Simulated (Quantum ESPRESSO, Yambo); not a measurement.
# KBr (Fm-3m): G0W0 on several meshes in Yambo, part 2 of 2

Aim: the GW shift of KBr (Fm-3m) against the k mesh.

Quantum ESPRESSO 7.5 and Yambo 5.3.0; PBE and many-body steps on it, plane waves. Known limits of the many-body steps: not at the basis limit; no spin-orbit coupling; coarse k mesh.

So far. Step 4 (2×2×2): The gap on the mesh goes from 4.44 eV to 7.52 eV, a correction of +3.08 eV. Step 5 (Empty states on the mesh, 6×6×6 mesh, 129 bands): On this mesh the gap is 4.436 eV.

## Step 6: Conversion and set-up

This step: Yambo 5.3.0; conversion and set-up on PBE, plane waves, norm-conserving pseudopotentials.

Launch:

```console
> (cd o/x.save; p2y > p2y.log; mv SAVE ../..); yambo > setup.log
```

Output:

```text
 Yambo, version 5.3.0

 [02] CORE Variables Setup
 =========================

  [02.01] Unit cells
  ==================

  Cell kind             :  FCC
  Atoms in the cell     :  K  Br
  number of K  atoms    :  1
  number of Br atoms    :  1

  List of atomic masses
  Mass of K     :  39.09800
  Mass of Br    :  79.90400

  List of atomic coordinates    : [cc]
  K1       :  0.000000  0.000000  0.000000  order 1
  Br1       :  6.236096  6.236096  6.236096  order 2

  Alat factors          :  6.236096  6.236096  6.236096 [a.u.]
  Direct lattice volume :  485.0298 [a.u.]
[...]
Q [ 1]         [rlu]:  0.000000  0.000000  0.000000
 Q [ 2]         [rlu]: -0.12903E-17 -0.12903E-17  0.16667
 Q [ 3]         [rlu]: -0.25806E-17 -0.25806E-17  0.33333
[...]
Q [ 8]         [rlu]: -0.79916E-16  0.16667     -0.33333
 Q [ 9]         [rlu]:  0.25806E-17  0.16667     -0.16667
 Q [10]         [rlu]:  0.21391E-16  0.33333      0.33333
     [... 4 further rows ...]
 Q [15]         [rlu]:  0.166667  0.333333 -0.333333
 Q [16]         [rlu]:  0.166667 -0.500000 -0.333333

  [03.01] X indexes
  =================

   [03.01.01] Sigma indexes
   ========================

 [06] Game Over & Game summary
```

Wall time 3.6 s (1 MPI rank of Arm Neoverse V1, shared host); peak memory 0.26 GiB.

## Step 7: 6×6×6

This step: G0W0 on PBE, plane waves, norm-conserving pseudopotentials.

The input, gw14.in:

```
HF_and_locXC
gw0
dyson
ppa
em1d
rim_cut
RandQpts= 1000000
RandGvec= 1 RL
EXXRLvcs= 76 Ry
VXCRLvcs= 304 Ry
Chimod= "HARTREE"
% BndsRnXp
 1 | 129 |
%
NGsBlkXp= 14.5 Ry
% LongDrXp
 1 | 1 | 1 |
%
% GbndRnge
 1 | 129 |
%
DysSolver= "n"
ExtendOut
PPAPntXp= 27.21138 eV
% QPkrange
 1 | 1 | 12 | 15 |
%
```

Launch:

```console
> OMP_NUM_THREADS=1 mpirun -n 4 yambo -F gw14.in -J gw14 -C gw14 > gw14.log
```

Output:

```text
 Yambo, version 5.3.0

 [02] CORE Variables Setup
 =========================

  [... cell, symmetries and grids as in the set-up ...]

  [02.05] Energies & Occupations
  ==============================

  [X] === General ===
  [X] Electronic Temperature                        :  0.000000  0.000000 [eV K]
  [X] Bosonic    Temperature                        :  0.000000  0.000000 [eV K]
  [X] Finite Temperature mode                       : no
  [X] El. density                                   :  0.36174E+24 [cm-3]
  [X] Fermi Level                                   :  2.085286 [eV]

  [X] === Gaps and Widths ===
  [X] Conduction Band Min                           :  4.436154 [eV]
  [X] Valence Band Max                              :  0.000000 [eV]
  [X] Filled Bands                                  :  13
  [X] Empty Bands                                   :   14  129
  [X] Direct Gap                                    :  4.436154 [eV]
  [X] Direct Gap localized at k                     :  1
  [X] Indirect Gap                                  :  4.436154 [eV]
  [X] Indirect Gap between kpts                     :  1  1
  [X] Last valence band width                       :  0.447323 [eV]
  [X] 1st conduction band width                     :  2.774030 [eV]

 [03] Transferred momenta grid and indexing
 ==========================================

 IBZ Q-points                                      :  16
 BZ  Q-points                                      :  216

 K/Q-points units:
 rlu = crystal or reduced units; cc = cartesian coordinates; iku = interal k-units

 Q [ 1]         [rlu]:  0.000000  0.000000  0.000000
 Q [ 2]         [rlu]: -0.12903E-17 -0.12903E-17  0.16667
 Q [ 3]         [rlu]: -0.25806E-17 -0.25806E-17  0.33333
[...]
================================================

 [VXC] Plane waves :   43599
 [EXS] Plane waves :   5577

 QP @ state[ 1 ] K range:  1  1
 QP @ state[ 1 ] b range:  12  15

 [xc] Functional : Perdew, Burke & Ernzerhof(X)+Perdew, Burke & Ernzerhof(C)
 [xc] LIBXC used to calculate xc functional
  PP Number of Atomic Species                      :  2
  NLCC RL compoments                               :   43599
  PP Number of Atomic Species                      :  2
  NLCC RL compoments                               :   43599

 [xc] E_xc :  -16.87301 [Ha]
      E_xc :  -33.74601 [Ry]

  Local XC kind (lXC) : Perdew, Burke & Ernzerhof(X)+Perdew, Burke & Ernzerhof(C)
  Non-Local XC kind (nlXC) : Hartree-Fock

  Corrections @ K [1] :  [eV]
 <12|nlXC|12> = -19.60095 -0.12549E-17 <12|lXC|12> = -14.35187 -0.14751E-16
 <13|nlXC|13> = -19.60092 -0.55283E-17 <13|lXC|13> = -14.35187 -0.18882E-15
 <14|nlXC|14> = -3.971479  0.14993E-18 <14|lXC|14> = -7.315040  0.000000
 <15|nlXC|15> = -3.769737  0.54731E-19 <15|lXC|15> = -8.483138 -0.94408E-16

 [08] Dyson equation: Newton solver
 ==================================

  [08.01] G0W0 (W PPA)
  ====================

  [  GW  ] Bands range     :    1  129
  [GW/PPA] G damping       :  0.100000 [eV]

  QP @ state[ 1 ] K range:  1  1
  QP @ state[ 1 ] b range:  12  15

   Sc/G bands                                       :    1  129
   Sc/G damping                                     :  0.100000 ev
   Sc bands terminator                              : no
   Sx RL components                                 :   5577

   QP @ state[ 1 ] K range                          :  1  1
   QP @ state[ 1 ] b range                          :  12  15
   GF energies kind                                 : Perdew, Burke & Ernzerhof(X)+Perdew, Burke & Ernzerhof(C)
   GF WF`s kind                                     : Perdew, Burke & Ernzerhof(X)+Perdew, Burke & Ernzerhof(C)
   Xs energies kind                                 : Perdew, Burke & Ernzerhof(X)+Perdew, Burke & Ernzerhof(C)
   Xs WF`s kind                                     : Perdew, Burke & Ernzerhof(X)+Perdew, Burke & Ernzerhof(C)

 [11] Game Over & Game summary
```

The job ended after 19 min (4 MPI ranks; peak memory 2.4 GiB; 77 min of CPU time).

Numbers from this step:

| Quantity | Value |
| --- | --- |
| G0W0 gap on the points computed | 7.678 eV |
| starting gap on the mesh | 4.436 eV |
| k of the valence top | 0, 0, 0 |
| k of the conduction bottom | 0, 0, 0 |
| least direct G0W0 gap on the computed points | 7.678 eV |
| Z at the valence top | 0.8272 |
| Z at the conduction bottom | 0.8735 |

Against G0W0 in Yambo (2×2×2 mesh, 129 bands, screening to 197.3 eV, Godby-Needs plasmon pole), the gap moves by +0.159 eV.

## Step 8: The runs together

Times are wall times on 4 MPI ranks of Arm Neoverse V1, shared host, good to a factor of about two.

```csv
run,mesh,bands,screening cutoff (eV),DFT gap (eV),gap on the mesh (eV),direct (eV),time
2×2×2,2×2×2,129,197.3,4.436,7.519,7.519,17 s
6×6×6,6×6×6,129,197.3,4.436,7.678,7.678,19 min
```

## Step 9: What came out

```yaml
2x2x2: 7.519 eV
6x6x6: 7.678 eV
known_limits: not at the basis limit; no spin-orbit coupling; coarse k mesh
```

What this shows: 6×6×6: +0.159 eV against 2×2×2. Bands and cutoff are finite, so the gap is not at the basis limit. The miss can reach some tenths of an eV and take either sign; the mesh is an error of its own. In the G0W0 runs levels were corrected at 1 k point alone, so a gap called «on the mesh» is the least over those, and an edge elsewhere would be missed. The 2×2×2 mesh is coarse for this cell, which bears on the long-range parts of exchange and screening. The many-body steps are scalar-relativistic: spin-orbit coupling is not in them.

[Paths, hosts, dates, memory and timing lines, banners, echoed tables and standing remarks are left out of the program output.]

[Logs are printed without paths, hosts, clocks, repeated set-up lines and the standing remarks that a program may print on its own settings, such as how far it seeks lower states.]

[Runs of the session that timed out or met a known fault of the program may be left out.]

[Hosts, paths, dates, database ids (printed as entryN), source tags and the programs' standing remarks are cut or masked in the printed files.]
